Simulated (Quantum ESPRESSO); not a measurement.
Crystal: BN.

```
N B
1.0
     0.00000    1.81300    1.81300
     1.81300    0.00000    1.81300
     1.81300    1.81300    0.00000
N B
1 1
Direct
  0.25000 0.25000 0.25000
  0.00000 0.00000 0.00000
```

The cell is a database's computed one.

```yaml
Program: Quantum ESPRESSO 7.5
Task: relaxation of cell and atoms
Functional: PBEsol
Dispersion: D4
Potentials_or_basis: PseudoDojo 0.4.1 SR PBE standard
Cutoff: 1143 eV
Density_cutoff: 4572 eV
k_mesh: 13 × 13 × 13
Occupations: fermi-dirac, width 0.05 eV
Spin: no spin polarisation
```

At the start: pressure -8.6 GPa; volume 5.96 Å³/atom.

Question: How do energy, volume and symmetry change on relaxing?

Answer: Over 4 steps the energy falls by 3.7 meV/atom and the volume is 5.82 Å³/atom (-2.4 %); space group F-43m (No. 216, to 0.05 Å).

The path:
| step | energy change (eV) | largest force (eV/Å) | pressure (GPa) | volume (Å³) |
| --- | --- | --- | --- | --- |
| 1 | 0.0000 | 0.0000 | -8.61 | 11.92 |
| 2 | -0.0028 | 0.0000 | -6.87 | 11.86 |
| 3 | -0.0061 | 0.0000 | -3.66 | 11.76 |
| 4 | -0.0074 | 0.0000 | 0.44 | 11.64 |

Final structure:
```
N B
1.0
     2.54349    0.00000    0.00000
     1.27174    2.20272    0.00000
     1.27174    0.73424    2.07675
N B
1 1
Direct
  0.25000 0.25000 0.25000
  0.00000 0.00000 0.00000
```

Caveat: the potentials were made for another functional, which shifts forces and pressure.
